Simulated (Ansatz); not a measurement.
Runs of Ansatz 0.2.0 on TePb. It takes space group Fm-3m (No. 225, cubic). Conventional cell: a = 6.462 Å, b = 6.462 Å, c = 6.462 Å, α = 90.00°, β = 90.00°, γ = 90.00°. Around Pb (site symmetry m-3m) lie 6 Te at 3.23 Å. Te (site symmetry m-3m) has 6 Pb at 3.23 Å as nearest neighbours. 

```tsv
task	level	potentials or basis	cell	k mesh	cutoff (eV)	smearing	basis error allowed	mesh quality	gap on the mesh (eV)	pressure (GPa)	relaxed volume (Å³/atom)
band structure	PBEsol	all-electron LAPW, scalar-relativistic	as given	7 × 7 × 7	179	fermi-dirac 0.05 eV	0.001 eV/atom	not flagged	-	-0.4	-
single point	PBE	all-electron LAPW, scalar-relativistic	as given	7 × 7 × 7	179	gaussian 0.016 eV	0.001 eV/atom	not flagged	-	2.1	-
relaxation of cell and atoms	PBE+D3(BJ)	all-electron LAPW, scalar-relativistic	relaxed	7 × 7 × 7	-	fermi-dirac 0.05 eV	0.001 eV/atom	not flagged	-	0.0	(b)
single point	PBE	all-electron PAW datasets made for the crystal	as given	4 × 4 × 4	240	fermi-dirac 0.05 eV	-	coarse	0.73	2.1	-
band structure	RPBE	all-electron LAPW, scalar-relativistic	as given	7 × 7 × 7	179	fermi-dirac 0.05 eV	0.001 eV/atom	not flagged	-	(a)	-
relaxation of cell and atoms	PBEsol+D4	all-electron LAPW, scalar-relativistic	relaxed	7 × 7 × 7	-	fermi-dirac 0.05 eV	0.001 eV/atom	not flagged	-	0.0	32.62
single point	PBE	all-electron LAPW, scalar-relativistic	as given	7 × 7 × 7	179	gaussian 0.012 eV	0.001 eV/atom	not flagged	-	2.1	-
single point	PBE0	all-electron PAW datasets made for the crystal	as given	4 × 4 × 4	290	fermi-dirac 0.05 eV	-	coarse	1.70	1.2	-
elastic constants	PBEsol	all-electron LAPW, scalar-relativistic	as given	5 × 5 × 5	194	fermi-dirac 0.05 eV	0.001 eV/atom	not flagged	-	-0.4	-
single point	HSE06	all-electron PAW datasets made for the crystal	as given	4 × 4 × 4	290	fermi-dirac 0.05 eV	-	coarse	1.11	1.2	-
```

Alike in all rows: no spin polarisation.

**Question.** Estimate the missing entries.

**Answer.** (a) 3.7; (b) 33.87.

Caveats: some runs use coarse meshes; spin-orbit coupling is left out, which as a rule narrows the gap of such compounds by several tenths of an eV (some runs); spin-orbit coupling is left out, which moves the levels of the heavy elements (some runs).

A k mesh can miss the band edges, and the runs leave out spin-orbit coupling on Pb, Te.

The runs don't all hold the same shells in valence.
